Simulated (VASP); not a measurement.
# KI (Fm-3m) in VASP: notebook

Runs on KI. Level: PBEsol. Tasks: single point.

Program: VASP 6.6.1. These are calculated values, not measurements. Logs are shortened: lines on timing, memory, paths and dates and some standing lists are left out, and cuts for length are marked.

**Experimental background.**

From a printed reference work, monograph, for a bulk crystal of KI: band gap 6.32 eV.

The results are compared with them further down.

### 1 The cell of the first run

Symmetry: Fm-3m, No. 225, cubic system. Conventional cell: a = 6.488 Å, b = 6.488 Å, c = 6.488 Å, α = 90.00°, β = 90.00°, γ = 90.00°. Within 4.3 Å of I (site symmetry m-3m) lie 6 K at 3.24 Å. Within 4.3 Å of K (site symmetry m-3m) lie 6 I at 3.24 Å.

### 2 Single point, PBEsol

Contents of INCAR:

```
SYSTEM = KI
  PREC = Accurate
  ENCUT = 520
  EDIFF = 1E-6
  ISMEAR = -1
  SIGMA = 0.05
  LREAL = .FALSE.
  LASPH = .TRUE.
  NELM = 80
  ALGO = Normal
  ISIF = 2
  LWAVE = .FALSE.
  LCHARG = .FALSE.
  GGA = PS
  NBANDS = 15
```

Contents of KPOINTS:

```
Automatic mesh
0
G
  7 7 7
  0 0 0
```

Contents of POSCAR:

```
KI
1.0
    0.0000000000      3.2441636332      3.2441636332
    3.2441636332      0.0000000000      3.2441636332
    3.2441636332      3.2441636332      0.0000000000
I K
1 1
Direct
    0.5000000000      0.5000000000      0.5000000000
    0.0000000000      0.0000000000      0.0000000000
```

Potentials or basis: VASP PAW PBE potentials, release 64 (I, K_sv).

Run with:

```bash
cat potpaw_PBE.64/I/POTCAR potpaw_PBE.64/K_sv/POTCAR > POTCAR
mpirun -np 1 vasp_std > vasp.out
```

OUTCAR:

```text
SYSTEM = KI
   PREC = Accurate
   ENCUT = 520
   EDIFF = 1E-6
   ISMEAR = -1
   LREAL = .FALSE.
   LASPH = .TRUE.
   NELM = 80
   ISIF = 2
   GGA = PS

 ion  position               nearest neighbor table
   1  0.500  0.500  0.500-   2 3.24   2 3.24   2 3.24   2 3.24   2 3.24   2 3.24
   2  0.000  0.000  0.000-   1 3.24   1 3.24   1 3.24   1 3.24   1 3.24   1 3.24

  LATTYP: Found a face centered cubic cell.
 ALAT       =     6.4883272664

  Lattice vectors:

 A1 = (   0.0000000000,   3.2441636332,   3.2441636332)
 A2 = (   3.2441636332,   0.0000000000,   3.2441636332)
 A3 = (   3.2441636332,   3.2441636332,   0.0000000000)

Analysis of symmetry for initial positions (statically):
=====================================================================
 Subroutine PRICEL returns:
 Original cell was already a primitive cell.

 Routine SETGRP: Setting up the symmetry group for a
 face centered cubic supercell.

 Subroutine GETGRP returns: Found 48 space group operations
 (whereof 48 operations were pure point group operations)
 out of a pool of 48 trial point group operations.

The static configuration has the point symmetry O_h .

Analysis of symmetry for dynamics (positions and initial velocities):
=====================================================================
 Subroutine PRICEL returns:
 Original cell was already a primitive cell.

 Routine SETGRP: Setting up the symmetry group for a
 face centered cubic supercell.

 Subroutine GETGRP returns: Found 48 space group operations
 (whereof 48 operations were pure point group operations)
 out of a pool of 48 trial point group operations.

The dynamic configuration has the point symmetry O_h .

 Subroutine INISYM returns: Found 48 space group operations
 (whereof 48 operations are pure point group operations),
 and found     1 'primitive' translations

----------------------------------------------------------------------------------------

                                     Primitive cell

  volume of cell :      68.2870

  direct lattice vectors                    reciprocal lattice vectors
     0.000000000  3.244163633  3.244163633    -0.154122929  0.154122929  0.154122929
     3.244163633  0.000000000  3.244163633     0.154122929 -0.154122929  0.154122929
     3.244163633  3.244163633  0.000000000     0.154122929  0.154122929 -0.154122929

  length of vectors
     4.587940209  4.587940209  4.587940209     0.266948743  0.266948743  0.266948743

  position of ions in fractional coordinates (direct lattice)
     0.500000000  0.500000000  0.500000000
     0.000000000  0.000000000  0.000000000

  ion indices of the primitive-cell ions
   primitive index   ion index
                 1           1
                 2           2

----------------------------------------------------------------------------------------

 KPOINTS: Automatic mesh

Automatic generation of k-mesh.
 Grid dimensions read from file:
 generate k-points for:    7    7    7

 Generating k-lattice:

  Cartesian coordinates                     Fractional coordinates (reciprocal lattice)
    -0.022017561  0.022017561  0.022017561     0.142857143  0.000000000  0.000000000
     0.022017561 -0.022017561  0.022017561     0.000000000  0.142857143  0.000000000
     0.022017561  0.022017561 -0.022017561     0.000000000  0.000000000  0.142857143

  Length of vectors
     0.038135535  0.038135535  0.038135535

  Shift w.r.t. Gamma in fractional coordinates (k-lattice)
     0.000000000  0.000000000  0.000000000

 Subroutine IBZKPT returns following result:
 ===========================================

 Found     20 irreducible k-points:

 Following reciprocal coordinates:
            Coordinates               Weight
  0.000000  0.000000  0.000000      1.000000
  0.142857  0.000000  0.000000      8.000000
  0.285714  0.000000  0.000000      8.000000
  0.428571  0.000000  0.000000      8.000000
  0.142857  0.142857  0.000000      6.000000
  0.285714  0.142857  0.000000     24.000000
[... 12 lines left out ...]
 -0.428571  0.428571  0.142857     24.000000
 -0.285714  0.428571  0.142857     24.000000
   k-points           NKPTS =     20   k-points in BZ     NKDIM =     20   number of bands    NBANDS=     15
   number of dos      NEDOS =    301   number of ions     NIONS =      2
   total plane-waves  NPLWV =  46656
   dimension x,y,z NGX =    36 NGY =   36 NGZ =   36
   dimension x,y,z NGXF=    72 NGYF=   72 NGZF=   72
   ions per type =               1   1
   NGX,Y,Z   is equivalent  to a cutoff of  13.04, 13.04, 13.04 a.u.
   NGXF,Y,Z  is equivalent  to a cutoff of  26.09, 26.09, 26.09 a.u.
 SYSTEM =  KI
   PREC   = accura    normal or accurate (medium, high low for compatibility)
   ISTART =      0    job   : 0-new  1-cont  2-samecut
   ICHARG =      2    charge: 1-file 2-atom 10-const
   ISPIN  =      1    spin polarized calculation?
   LNONCOLLINEAR =      F non collinear calculations
   LSORBIT =      F    spin-orbit coupling
   LASPH  =      T    aspherical Exc in radial PAW
   ENCUT  =  520.0 eV  38.22 Ry    6.18 a.u.   8.53  8.53  8.53*2*pi/ulx,y,z
   NELM   =     80;   NELMIN=  2; NELMDL= -5     # of ELM steps
   EDIFF  = 0.1E-05   stopping-criterion for ELM
   LREAL  =      F    real-space projection
   EDIFFG = 0.1E-04   stopping-criterion for IOM
   NSW    =      0    number of steps for IOM
   IBRION =     -1    ionic relax: 0-MD 1-quasi-New 2-CG
   NFREE  =      0    steps in history (QN), initial steepest desc. (CG)
   ISIF   =      2    stress and relaxation
   ISYM   =      2    0-nonsym 1-usesym 2-fastsym
   POTIM  = 0.5000    time-step for ionic-motion
   TEBEG  =    0.0;   TEEND  =   0.0 temperature during run
   PSTRESS=    0.0 pullay stress
   NELECT =      16.0000    total number of electrons
   NUPDOWN=      -1.0000    fix difference up-down
   EMIN   =  10.00;   EMAX   =-10.00  energy-range for DOS
   EFERMI =   0.00;   METHOD = LEGACY
   ISMEAR =    -1;   SIGMA  =   0.05  broadening in eV -4-tet -1-fermi 0-gaus
   EFERMI_NEDOS =   21; number of points for ismear=-14 and -15
   IALGO  =     38    algorithm
   IMIX   =      4    mixing-type and parameters
     AMIX     =   0.40;   BMIX     =  1.00
     AMIX_MAG =   1.60;   BMIX_MAG =  1.00
  volume/ion in A,a.u.               =      34.14       230.41
  Fermi-wavevector in a.u.,A,eV,Ry     =   1.009258  1.907221 13.858910  1.018601
  Thomas-Fermi vector in A             =   2.142175
   LORBIT       =      0    0 simple, 1 ext, 2 COOP (PROOUT), +10 PAW based schemes
   GGA     = PS    functional components
   LHFCALC =     F    Hartree Fock is set to
   AEXX    =    0.0000 exact exchange contribution
   IVDW    =     0    specifies the selected vdW correction
   LEPSILON=     F    determine dielectric tensor
   LRPA    =     F    only Hartree local field effects (RPA)
 non-spin polarized calculation
  energy-cutoff  :      520.00
  volume of cell :       68.29
 maximum number of plane-waves:      1865
 NGX is ok and might be reduce to    36
   NGX = 17   NGY = 17   NGZ = 17

 number of electron      16.0000001 magnetization

 Free energy of the ion-electron system (eV)
  ---------------------------------------------------
  ext. energy  EPLUGINS =         0.00000000
  ---------------------------------------------------
  free energy    TOTEN  =        -5.58758873 eV

  energy without entropy =       -5.58758873  energy(sigma->0) =       -5.58758873

 E-fermi :   2.0920     XC(G=0):  -8.4258

 val. band max:        1.0760603074   @ k =   0.0000   0.0000   0.0000
 cond. band min:       5.3453121621   @ k =   0.4286   0.4286   0.0000
 fundamental gap:      4.2692518547
 Fermi energy:         2.0920017704

 k-point     1 :       0.0000    0.0000    0.0000
  band No.  band energies     occupation
      1     -26.9368      2.00000
      2     -10.5357      2.00000
      3     -10.5357      2.00000
      4     -10.5357      2.00000
      5      -9.9705      2.00000
      6       1.0761      2.00000
      7       1.0761      2.00000
      8       1.0761      2.00000
      9       5.5533      0.00000
     10       7.2298      0.00000
     11       7.2298      0.00000
     12       7.2298      0.00000
     13       8.1736      0.00000
     14       8.1736      0.00000
     15      10.8087      0.00000

 k-point     2 :       0.1429    0.0000    0.0000
  band No.  band energies     occupation
      1     -26.9351      2.00000
      2     -10.7318      2.00000
      3     -10.5363      2.00000
      4     -10.5363      2.00000
      5      -9.7229      2.00000
      6       0.5506      2.00000
      7       0.9380      2.00000
      8       0.9380      2.00000
      9       6.1362      0.00000
     10       7.2366      0.00000
     11       7.5102      0.00000
     12       7.5102      0.00000
     13       8.5422      0.00000
     14       8.5422      0.00000
     15      11.6774      0.00000

 k-point     3 :       0.2857    0.0000    0.0000
  band No.  band energies     occupation
      1     -26.9311      2.00000
      2     -10.9822      2.00000
      3     -10.5377      2.00000
      4     -10.5377      2.00000
      5      -9.3501      2.00000
      6      -0.3437      2.00000
      7       0.6597      2.00000
      8       0.6597      2.00000
      9       6.4919      0.00000
     10       8.2362      0.00000
     11       8.2362      0.00000
     12       8.2922      0.00000
     13       9.5251      0.00000
     14       9.5251      0.00000
     15      12.0573      0.00000
[... 271 lines left out ...]
 k-point    19 :      -0.4286    0.4286    0.1429
  band No.  band energies     occupation
      1     -26.9250      2.00000
      2     -10.7936      2.00000
      3     -10.6173      2.00000
      4     -10.6062      2.00000
      5      -9.4611      2.00000
      6      -0.3376      2.00000
      7       0.3052      2.00000
      8       0.3124      2.00000
      9       6.1178      0.00000
     10       8.0048      0.00000
     11       8.9463      0.00000
     12       9.7747      0.00000
     13      10.3956      0.00000
     14      11.0405      0.00000
     15      11.9779      0.00000

 k-point    20 :      -0.2857    0.4286    0.1429
  band No.  band energies     occupation
      1     -26.9247      2.00000
      2     -10.8341      2.00000
      3     -10.6429      2.00000
      4     -10.5976      2.00000
      5      -9.3729      2.00000
      6      -0.1768      2.00000
      7      -0.0902      2.00000
      8       0.2854      2.00000
      9       6.9550      0.00000
     10       7.9895      0.00000
     11       8.4056      0.00000
     12      10.0596      0.00000
     13      10.4598      0.00000
     14      10.8287      0.00000
     15      12.1998      0.00000

------------------------ aborting loop because EDIFF is reached ----------------------------------------

  FORCE on cell =-STRESS in cart. coord.  units (eV):
  Direction    XX          YY          ZZ          XY          YZ          ZX
  --------------------------------------------------------------------------------------
  -------------------------------------------------------------------------------------
  Total        2.1669743      2.1669743      2.1669743      0.0000000      0.0000000      0.0000000
  in kB       50.8424056     50.8424056     50.8424056      0.0000000      0.0000000      0.0000000
  external PRESSURE =      50.8424056 kB  Pullay stress =       0.0000000 kB

 VOLUME and BASIS-vectors are now :
 -----------------------------------------------------------------------------
  energy-cutoff  :      520.00
  volume of cell :       68.29
      direct lattice vectors                 reciprocal lattice vectors
     0.000000000  3.244163633  3.244163633    -0.154122929  0.154122929  0.154122929
     3.244163633  0.000000000  3.244163633     0.154122929 -0.154122929  0.154122929
     3.244163633  3.244163633  0.000000000     0.154122929  0.154122929 -0.154122929

 POSITION                                       TOTAL-FORCE (eV/Angst)
 -----------------------------------------------------------------------------------
      3.24416      3.24416      3.24416         0.000000      0.000000     -0.000000
      0.00000      0.00000      0.00000         0.000000      0.000000      0.000000
 -----------------------------------------------------------------------------------
    total drift:                                0.000000      0.000000      0.000000

  FREE ENERGIE OF THE ION-ELECTRON SYSTEM (eV)
  ---------------------------------------------------
  free  energy   TOTEN  =        -5.5875887340 eV

  energy  without entropy=       -5.5875887340  energy(sigma->0) =       -5.58758873
```

Wall time 36 s (1 thread of Intel Xeon 8259CL, shared host); peak memory 0.21 GiB.

What came out:

```
Free energy            : -5.5876 eV
Pressure               : 5.1 GPa
Band gap on the k mesh : 4.27 eV (least direct gap 4.48 eV)
```

Caveat: the cell stands under pressure; the PAW data sets were made with another functional, which shifts forces and pressure a little; spin-orbit coupling is left out, which moves the levels of the heavy elements; an odd mesh through Γ misses points on the zone boundary, where band edges can lie.

### 3 Single point, PBEsol

This run uses another cell than the first one, of 42.98 Å³/atom.

Contents of INCAR:

```
ALGO = Normal ; EDIFF = 1E-6
ENCUT = 520 ; GGA = PS
ISIF = 2 ; ISMEAR = -1
LASPH = T ; LCHARG = T
LELF = T ; LREAL = F
LVHAR = T ; LWAVE = F
NBANDS = 15 ; NELM = 60
PREC = Accurate ; SIGMA = 0.05
```

Contents of KPOINTS:

```
k-points
0
Gamma
  7 7 7
```

Contents of POSCAR:

```
KI
1.0
    0.0000000000      3.5027689243      3.5027689243
    3.5027689243      0.0000000000      3.5027689243
    3.5027689243      3.5027689243      0.0000000000
I K
1 1
Direct
    0.5000000000      0.5000000000      0.5000000000
    0.0000000000      0.0000000000      0.0000000000
```

Potentials or basis: VASP PAW PBE potentials, release 64 (I, K_sv).

Run with:

```bash
cat potpaw_PBE.64/I/POTCAR potpaw_PBE.64/K_sv/POTCAR > POTCAR
mpirun -np 1 vasp_std > vasp.out
```

Run time: 57 s. Hardware: 1 thread of Intel Xeon 8259CL, shared host; peak memory 0.24 GiB.

Results (log left out):

* Free energy: -5.8160 eV
* Pressure: 0.0 GPa
* Band gap on the k mesh: 3.87 eV

Levels at points of the mesh, in eV from the valence-band top:
```csv
k point,band 4,band 5,band 6,band 7,band 8,band 9,band 10,band 11,band 12,band 13
"(0.00, 0.00, 0.00)",-11.84,-10.58,0.00,0.00,0.00,3.87,6.41,6.41,6.41,7.17
```

Caveat: the PAW data sets were made with another functional, which shifts forces and pressure a little; spin-orbit coupling is left out, which moves the levels of the heavy elements.

### 4 Comparison with measurements

Step 3. Against the measured gap of KI, 6.32 eV (a printed reference work, monograph), the calculated 3.87 eV is off by -2.45 eV. Spin-orbit coupling on I is left out. The value is that of PBEsol, without temperature or zero-point motion. Semilocal functionals fall short of measured gaps as a rule.
